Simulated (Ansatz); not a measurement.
# Co: the order of phases at one pressure, part 2 of 2

Which of hcp, diamond, beta tin, simple hexagonal has the lowest enthalpy for Co at one common pressure? Methods of the runs shown: LAPW. Companion runs by PAW are cited.

Ansatz 0.2.0; DFT LDA; a cell built from a prototype (hcp type), not taken from measurement. The steps go on from the part before.

**8. Simple hexagonal relaxed under pressure, LAPW**

input.yaml reads:

```yaml
crystal:
  lattice:
    - [2.2728951987, 0.0, 0.0]
    - [-1.1364475994, 1.9683849822, 0.0]
    - [0.0, 0.0, 2.1621821625]
  atoms:
    - { symbol: Co, position: [0.0, 0.0, 0.0], spin: 1.7 }
magnetization:
  spin_polarized: true
kpoints:
  mp_grid: { grid: [19, 19, 18] }
scf:
  occupations: { method: fermi_dirac, width: 0.08 }
hamiltonian:
  xc: lda
  pseudopotentials: { kind: all_electron, lapw: { basis_error: 0.0005 } }
output:
  forces: true
  stress: true
  eigenvalues: true
relax:
  f_tol: 0.005
  max_steps: 12
  cell: { p_target: 29.0, stress_tol: 0.03 }
```

On the command line:

```bash
ansatz run input.yaml --threads 2 --pin off --max-ram 7168MiB --backend cpu --events-out ev --progress --plain --runs-dir out
```

The program printed:

```text
The last accepted step is kept in <dir> (removed where the run ends without a failure and the disk answers)
LAPW: plane waves up to 11.332 Å⁻¹, error target 5.0e-4 eV per atom; small_component_spin mean_spin; Co in spheres of 1.049 Å, 17 of its electrons in bands, Dirac shells []
Engine: ansatz 0.2.0
Pseudopotentials: kind: all_electron
Pseudopotential: Co, LAPW, valence charge 17, Koelling and Harmon's equation, gaussian nucleus
Functional definition: SPW92
  exchange = slater_x
  correlation = pw_c
Crystal: 1 atoms, lattice volume = 9.673 Å³
Basis set: ecut = 489.24224277921 eV, 229 PW (Γ), exchange–correlation at level 2
Bands: 14, of which v1, the nominal top of the filled ones, is band 9 counted from 1 (8 counted from 0)
Symmetry: 24 space group operations
Space group: P6/mmm (ITA 191), of the structure as read, at distance tolerance 2.1e-5 Å
Magnetic group: BNS 191.233 (UNI 1463), of the structure as read, at distance tolerance 2.1e-5 Å
k-points: 400 of 6498
Non-local potential: Co, projectors of the file, none
Initial density: superposition of atomic densities (chi_scale 0.1, normalization cell)
Starting moments: Σ|m| = 1.7 μB on 1 of 1 site
Initial wavefunctions: plane waves of lowest kinetic energy (no species holds an atomic orbital)
Functional: x = slater, c = lda
iter 1 solved again at ethr=1.39e-4 eV; its pass at ethr=1.00e-1 eV (dr2=2.36e-2 eV) is discarded
SCF iter   1: F=—  HF=-37853.607203 eV  |F-HF|=—  |Δ(HF+E_count)|=         —  Δρ=2.17e-2 (↑1.62e-2 ↓2.17e-2)  dr2=2.37e-2  dr2_m=2.47e-2  M=1.406 μB ∫|m|=1.419 μB  β_m=0.30  ethr=1.39e-4  ⟨swp⟩=3.0  Hψ=76143  notcnv=0
Mixer restart at iter 1: flushing history
preconditioner: auto → none  [metal: Δε(μ)=0.004 eV  Ē_g=17.824 eV  σ=0.080 eV  W_gap=0.01  n_scr=2 (ndim 8)  ℏωp=35.8 eV  f_vac=0.000  D(μ)=1.56/eV (n_scr^D=20)  sad-step TF]
SCF iter   2: F=—  HF=-37853.638322 eV  |F-HF|=—  |Δ(HF+E_count)|=         —  Δρ=2.75e-2 (↑2.36e-2 ↓2.75e-2)  dr2=1.48e-2  dr2_m=5.38e-2  M=1.210 μB ∫|m|=1.220 μB  β_m=0.30  ethr=1.39e-4  ⟨swp⟩=2.0  Hψ=28810  notcnv=0
Mixer restart at iter 2: flushing history
SCF iter   3: F=—  HF=-37853.636040 eV  |F-HF|=—  |Δ(HF+E_count)|=   2.28e-3  Δρ=2.11e-2 (↑1.87e-2 ↓2.11e-2)  dr2=5.98e-3  dr2_m=3.33e-2  M=1.177 μB ∫|m|=1.189 μB  β_m=0.56  ethr=8.73e-5  ⟨swp⟩=2.0  Hψ=28854  notcnv=0  defer=1
iter 4 solved again at ethr=5.15e-7 eV; its pass at ethr=3.52e-5 eV (dr2=8.76e-5 eV) is discarded
SCF iter   4: F=—  HF=-37853.635670 eV  |F-HF|=—  |Δ(HF+E_count)|=   3.70e-4  Δρ=2.46e-3 (↑2.46e-3 ↓1.83e-3)  dr2=8.78e-5  dr2_m=3.88e-4  M=1.075 μB ∫|m|=1.093 μB  β_m=0.69  ethr=5.15e-7  ⟨swp⟩=2.0  Hψ=51557  notcnv=0
SCF iter   5: F=—  HF=-37853.635909 eV  |F-HF|=—  |Δ(HF+E_count)|=         —  Δρ=8.16e-4 (↑8.16e-4 ↓6.79e-4)  dr2=6.44e-5  dr2_m=1.84e-5  M=1.065 μB ∫|m|=1.084 μB  β_m=0.55  ethr=5.15e-7  ⟨swp⟩=3.0  Hψ=31414  notcnv=0
the basis was enlarged: its passes take 467.5 KiB over the memory plan, 2 of 2 planned eigensolver slots
SCF iter   6: F=—  HF=-37853.635689 eV  |F-HF|=—  |Δ(HF+E_count)|=   2.21e-4  Δρ=2.50e-4 (↑1.91e-4 ↓2.50e-4)  dr2=4.52e-6  dr2_m=2.67e-6  M=1.064 μB ∫|m|=1.082 μB  β_m=0.64  ethr=3.79e-7  ⟨swp⟩=2.3  Hψ=29116  notcnv=0
SCF iter   7: F=—  HF=-37853.635683 eV  |F-HF|=—  |Δ(HF+E_count)|=   5.71e-6  Δρ=7.87e-5 (↑5.74e-5 ↓7.87e-5)  dr2=9.31e-8  dr2_m=3.57e-7  M=1.063 μB ∫|m|=1.082 μB  β_m=0.79  ethr=2.66e-8  ⟨swp⟩=2.0  Hψ=28830  notcnv=0
SCF iter   8: F=—  HF=-37853.635685 eV  |F-HF|=—  |Δ(HF+E_count)|=   1.85e-6  Δρ=1.66e-5 (↑1.04e-5 ↓1.66e-5)  dr2=3.78e-9  dr2_m=1.56e-8  M=1.063 μB ∫|m|=1.081 μB  β_m=0.83  ethr=5.48e-10  ⟨swp⟩=3.0  Hψ=31749  notcnv=0
SCF iter   9: F=—  HF=-37853.635685 eV  |F-HF|=—  |Δ(HF+E_count)|=   2.90e-8  Δρ=1.91e-6 (↑1.40e-6 ↓1.91e-6)  dr2=3.11e-11  dr2_m=2.41e-10  M=1.063 μB ∫|m|=1.081 μB  β_m=0.91  ethr=2.22e-11  ⟨swp⟩=2.9  Hψ=31097  notcnv=0
SCF iter  10: F=-37853.635685 eV  HF=-37853.635685 eV  |F-HF|=7.28e-11  |Δ(HF+E_count)|=  6.55e-10  Δρ=4.57e-7 (↑4.16e-7 ↓4.57e-7)  dr2=8.23e-12  dr2_m=1.39e-11  M=1.063 μB ∫|m|=1.081 μB  ethr=1.00e-12  ⟨swp⟩=2.5  Hψ=29402  notcnv=0
SCF 1 converged in 10 iterations: F = -37853.635685 eV  dr2 = 8.23e-12
relax step   1: F+E_penalty+E_count = -37853.63568477 eV  Δ(F+E_penalty+E_count) = +0.000e0 eV  max|allowed force component| = 0.000e0 eV/Å  Δτ_max = 0.0000 Å  P = +28.753 GPa  Ω = 9.673 Å³  (10 SCF iters, accepted)
Crystal: 1 atoms, lattice volume = 9.669 Å³
Basis set: ecut = 489.37948174764887 eV, 229 PW (Γ), exchange–correlation at level 2
Initial density: handed on by an earlier stage of this run
Starting moments: Σ|m| = 1.7 μB on 1 of 1 site; this step starts from the density that it was given
Initial wavefunctions: those handed on with the density
iter 1 solved again at ethr=5.53e-11 eV; its pass at ethr=1.00e-1 eV (dr2=9.41e-9 eV) is discarded
SCF iter   1: F=—  HF=-37853.634954 eV  |F-HF|=—  |Δ(HF+E_count)|=         —  Δρ=5.51e-5 (↑5.51e-5 ↓5.44e-5)  dr2=4.25e-8  dr2_m=2.55e-7  M=1.062 μB ∫|m|=1.080 μB  β_m=0.65  ethr=5.53e-11  ⟨swp⟩=5.1  Hψ=73416  notcnv=0
preconditioner: auto → none  [metal: Δε(μ)=0.002 eV  Ē_g=17.662 eV  σ=0.080 eV  W_gap=0.01  n_scr=0 (ndim 8)  ℏωp=35.8 eV  f_vac=0.000  D(μ)=1.60/eV (n_scr^D=20)]
iter 2 solved again at ethr=2.86e-12 eV; its pass at ethr=5.53e-11 eV (dr2=4.87e-10 eV) is discarded
SCF iter   2: F=—  HF=-37853.634954 eV  |F-HF|=—  |Δ(HF+E_count)|=   1.11e-7  Δρ=2.34e-5 (↑2.31e-5 ↓2.34e-5)  dr2=4.88e-10  dr2_m=4.77e-8  M=1.062 μB ∫|m|=1.080 μB  β_m=0.65  ethr=2.86e-12  ⟨swp⟩=2.0  Hψ=52439  notcnv=0
SCF iter   3: F=-37853.634954 eV  HF=-37853.634954 eV  |F-HF|=2.60e-8  |Δ(HF+E_count)|=   1.13e-8  Δρ=4.55e-6 (↑4.55e-6 ↓1.95e-6)  dr2=1.88e-9  dr2_m=3.73e-10  M=1.062 μB ∫|m|=1.080 μB  ethr=2.86e-12  ⟨swp⟩=3.0  Hψ=32459  notcnv=0
SCF 2 converged in 3 iterations: F = -37853.634954 eV  dr2 = 1.88e-9
relax step   2: F+E_penalty+E_count = -37853.63495364 eV  Δ(F+E_penalty+E_count) = +7.311e-4 eV  max|allowed force component| = 0.000e0 eV/Å  Δτ_max = 0.0000 Å  P = +28.896 GPa  Ω = 9.669 Å³  (3 SCF iters, accepted)
Crystal: 1 atoms, lattice volume = 9.666 Å³
Basis set: ecut = 489.48419611204633 eV, 229 PW (Γ), exchange–correlation at level 2
iter 1 solved again at ethr=7.23e-11 eV; its pass at ethr=1.00e-1 eV (dr2=1.23e-8 eV) is discarded
SCF iter   1: F=—  HF=-37853.634394 eV  |F-HF|=—  |Δ(HF+E_count)|=         —  Δρ=4.14e-5 (↑4.14e-5 ↓4.05e-5)  dr2=5.22e-8  dr2_m=1.35e-7  M=1.062 μB ∫|m|=1.079 μB  β_m=0.65  ethr=7.23e-11  ⟨swp⟩=5.1  Hψ=72815  notcnv=0
preconditioner: auto → none  [metal: Δε(μ)=0.002 eV  Ē_g=17.668 eV  σ=0.080 eV  W_gap=0.01  n_scr=0 (ndim 8)  ℏωp=35.8 eV  f_vac=0.000  D(μ)=1.61/eV (n_scr^D=20)]
iter 2 solved again at ethr=3.56e-12 eV; its pass at ethr=7.23e-11 eV (dr2=6.05e-10 eV) is discarded
SCF iter   2: F=—  HF=-37853.634394 eV  |F-HF|=—  |Δ(HF+E_count)|=   7.21e-8  Δρ=1.59e-5 (↑1.49e-5 ↓1.59e-5)  dr2=6.06e-10  dr2_m=2.10e-8  M=1.062 μB ∫|m|=1.079 μB  β_m=0.65  ethr=3.56e-12  ⟨swp⟩=2.0  Hψ=52099  notcnv=0
SCF iter   3: F=-37853.634393 eV  HF=-37853.634394 eV  |F-HF|=6.96e-8  |Δ(HF+E_count)|=   6.18e-9  Δρ=6.46e-6 (↑6.46e-6 ↓3.17e-6)  dr2=4.60e-9  dr2_m=5.25e-10  M=1.062 μB ∫|m|=1.079 μB  ethr=3.56e-12  ⟨swp⟩=3.0  Hψ=32674  notcnv=0
SCF 3 converged in 3 iterations: F = -37853.634393 eV  dr2 = 4.60e-9
relax step   3: F+E_penalty+E_count = -37853.63439345 eV  Δ(F+E_penalty+E_count) = +5.602e-4 eV  max|allowed force component| = 0.000e0 eV/Å  Δτ_max = 0.0000 Å  P = +29.005 GPa  Ω = 9.666 Å³  (3 SCF iters, accepted)
iter 1 solved again at ethr=3.88e-12 eV; its pass at ethr=1.00e-1 eV (dr2=6.59e-10 eV) is discarded
SCF iter   1: F=—  HF=-37853.634393 eV  |F-HF|=—  |Δ(HF+E_count)|=         —  Δρ=7.11e-6 (↑7.11e-6 ↓4.79e-6)  dr2=6.55e-10  dr2_m=2.98e-9  M=1.062 μB ∫|m|=1.079 μB  β_m=0.65  ethr=3.88e-12  ⟨swp⟩=3.5  Hψ=55351  notcnv=0  trunc=1  reapply=25
SCF iter   2: F=—  HF=-37853.634393 eV  |F-HF|=—  |Δ(HF+E_count)|=   3.14e-9  Δρ=1.65e-6 (↑7.20e-7 ↓1.65e-6)  dr2=2.17e-10  dr2_m=5.44e-11  M=1.062 μB ∫|m|=1.079 μB  β_m=0.44  ethr=3.85e-12  ⟨swp⟩=3.0  Hψ=32859  notcnv=0
SCF iter   3: F=-37853.634393 eV  HF=-37853.634393 eV  |F-HF|=2.91e-10  |Δ(HF+E_count)|=   3.32e-9  Δρ=1.16e-6 (↑1.16e-6 ↓6.23e-7)  dr2=3.60e-11  dr2_m=6.27e-11  M=1.062 μB ∫|m|=1.079 μB  ethr=1.28e-12  ⟨swp⟩=2.9  Hψ=31254  notcnv=0
SCF 4 converged in 3 iterations: F = -37853.634393 eV  dr2 = 3.60e-11
relax step   4: F+E_penalty+E_count = -37853.63439347 eV  Δ(F+E_penalty+E_count) = -2.310e-8 eV  max|allowed force component| = 0.000e0 eV/Å  Δτ_max = 0.0000 Å  P = +29.006 GPa  Ω = 9.666 Å³  stress off target by 1.36e-2 GPa  SCF on the basis re-selected at this cell (its energy is not comparable with the rows above)  (3 SCF iters)
basis re-selected at this cell: Δ(F+E_penalty+E_count) = -2.310e-8 eV, ΔP = +0.001 GPa vs the last step (what re-selecting the basis moved, after the strain that the cell walked since its last selection, with what the two solves' SCF thresholds leave and, on support functions, any second-order correction that the steps lacked; it is no measure of the basis error at this ecutwfc). This SCF's stress stands 1.36e-2 GPa from its target on what of the cell is left free (relax.cell.stress_tol is 3.00e-2 GPa) and its largest allowed force component is 0.00e0 eV/Å (relax.f_tol is 5.00e-3 eV/Å): within both
SCF converged after 3 iterations
Magnetization: 1.0616 μB (9.0308 up, 7.9692 down)
Absolute magnetization: 1.0794 μB (∫|ρ↑−ρ↓|)
Spin contamination: 0.0043 ħ² per cell (⟨S²⟩ above its minimum at these occupations)
Per-site moments (μB) at R_I (Å): [(1.0589120997247061, 1.0483991238564316)]
Free energy (F): -37853.634393 eV
Harris-Foulkes:  -37853.634393 eV  (|F-HF|=2.91e-10)
Internal energy: -37853.600134 eV  (E = F + TS)
E sigma→0 (E₀):  -37853.617264 eV
Entropy (-TS):   -0.034260 eV (-34.260 meV/atom)
Fermi energy:    21.554059 eV
--- Per-component energies (eV) ---
  E_band       = -195.342591
  E_kinetic    = 38405.242015
  E_xc         = -1561.814329
  E_electrostatic = -74697.027819  (all electrons and nuclei)
  E_smearing   = -0.034260  (= −TS)
  E_closure    = 0.000000  (closes the sum)
  E_atoms      = -37844.844302  (free atoms, spherical and without spin; not in F)
  Σ components = -37853.634393   (vs F -37853.634393, Δ=0.00e0)
  Basis errors (estimates in eV, not in F): energy 1.7e-4 per atom: plane waves 1.5e-4 (8.5e-5 summed), levels above the bands 4.7e-122, relativity 1.9e-8, radial functions 2.0e-5, core shells 1.9e-7; eigenvalues (radial functions only) 7.6e-7; not estimated: angular momenta, meshes, grids; target (lapw.basis_error) 5.0e-4; muffin-tin radii Co 1.048 Å
--- Forces (eV/Å), atoms counted from 1 ---
  atom   1  Co    -0.00000000     0.00000000     0.00000000
  max |Σ_I F_I| component: 1.97e-31 eV/Å
--- Stress (GPa, compression-positive) ---
       29.013561       0.000000      -0.000000
        0.000000      29.013561      -0.000000
       -0.000000      -0.000000      28.990251
  P = ⅓ Tr σ = 29.0058 GPa (290.058 kbar)
--- Band table (eV; the first three rows and the last of 800) ---
  k-point 0 ↑: bands = ["-73.5099", "-36.8347", "-36.8030", "-36.8030", "11.8016", "16.5645", "18.9589", "18.9589", "21.5363", "21.5363", "43.2550", "45.5494", "49.2117", "51.3041"]
  k-point 1 ↑: bands = ["-73.5067", "-36.8569", "-36.8011", "-36.8011", "11.9103", "16.6283", "18.9715", "18.9715", "21.4853", "21.4853", "42.0248", "45.6412", "50.4819", "51.4856"]
  k-point 2 ↑: bands = ["-73.4973", "-36.9204", "-36.7958", "-36.7958", "12.2299", "16.8161", "19.0081", "19.0081", "21.3401", "21.3401", "39.6747", "45.9154", "52.0203", "52.0203"]
  k-point 399 ↓: bands = ["-72.0419", "-36.1630", "-36.0642", "-35.9977", "17.6714", "18.2178", "19.9089", "20.4014", "23.3712", "32.8695", "34.2944", "36.2901", "37.4879", "37.7299"]
--- Relaxed structure (3 steps of the walk, 3 accepted, 1 SCFs on fresh bases) ---
  F+E_penalty+E_count = -37853.63439347 eV   max|allowed force component| = 0.000e0 eV/Å   (the final SCF, on the basis selected at the relaxed cell)
  cell:  # Å, volume = 9.6663 Å³
    - [2.2725758638863076, 2.886354238518637e-11, -2.527687407518566e-20]
    - [-1.1362879319681503, 1.9681084301384772, 1.2638437037870974e-20]
    - [-2.404563407964303e-20, 1.302909533887897e-34, 2.16118643955942]
  atoms:
    - { symbol: Co, position: [0.0, 0.0, 0.0] }
```

Run time: 1.8 min. Hardware: 2 threads of Arm Neoverse V1, shared host; peak memory 0.81 GiB.

Relaxation path:

| step | energy from step 1 (eV/cell) | largest force component (eV/Å) | pressure (GPa) | volume (Å³) |
| --- | --- | --- | --- | --- |
| 1 | 0.0000 | 0.0000 | 28.75 | 9.67 |
| 2 | 0.0007 | 0.0000 | 28.90 | 9.67 |
| 3 | 0.0013 | 0.0000 | 29.01 | 9.67 |
| 4 | 0.0013 | 0.0000 | 29.01 | 9.67 |

Step 1 is the start. Step 4 repeats the geometry before on a plane-wave basis chosen anew for that cell, so the energy can jump there without any move; the table keeps such jumps.

| input's cell | before | after | change |
| --- | --- | --- | --- |
| a (Å) | 2.273 | 2.273 | -0.0 % |
| b (Å) | 2.273 | 2.273 | -0.0 % |
| c (Å) | 2.162 | 2.161 | -0.0 % |
| volume (Å³/atom) | 9.67 | 9.67 | -0.1 % |

This run gives: pressure 29.01 GPa; no gap; spin moments Co 1.06 μB.

**9. All runs together**

Rows by PAW come from runs of the same series that aren't printed here.

Enthalpy per atom, H = F + pV at p = 29 GPa, from each method's lowest phase:

```
method             start  space group, start → end  volume (Å³/atom)  pressure (GPa)  enthalpy (meV/atom)  largest moment (μB)
  LAPW               hcp       P6_3/mmc → P6_3/mmc             9.125            29.0                  0.0                 1.34
  LAPW           diamond             Fd-3m → Fd-3m            12.064            29.0               1971.0                 0.00
  LAPW          beta tin       I4_1/amd → I4_1/amd             9.584            29.0                758.5                 0.00
  LAPW  simple hexagonal           P6/mmm → P6/mmm             9.666            29.0                696.0                 1.06
   PAW               hcp       P6_3/mmc → P6_3/mmc             9.133            29.0                  0.0                 1.35
   PAW           diamond             Fd-3m → Fd-3m            12.083            29.0               1973.8                 0.00
   PAW          beta tin       I4_1/amd → I4_1/amd             9.596            29.0                760.8                 0.00
   PAW  simple hexagonal           P6/mmm → P6/mmm             9.673            29.0                697.1                 1.04
```

**10. What came out**

The summary covers parts 1 to 2.

```
     quantity                                       value
     pressure                                      29 GPa
lowest (LAPW)  hcp, 696.0 meV/atom under simple hexagonal
 lowest (PAW)  hcp, 697.1 meV/atom under simple hexagonal
```

By LAPW the order is hcp < simple hexagonal < beta tin < diamond. By PAW the order is hcp < simple hexagonal < beta tin < diamond. The methods agree on the lowest phase. Only these structures were tried, with electrons smeared by 0.08 eV and without vibrations, so the true ground state may be another. The k meshes differ between phases and weren't tested, which can move differences by some meV. Other magnetic orders may lie lower; this is the state that the run reached.
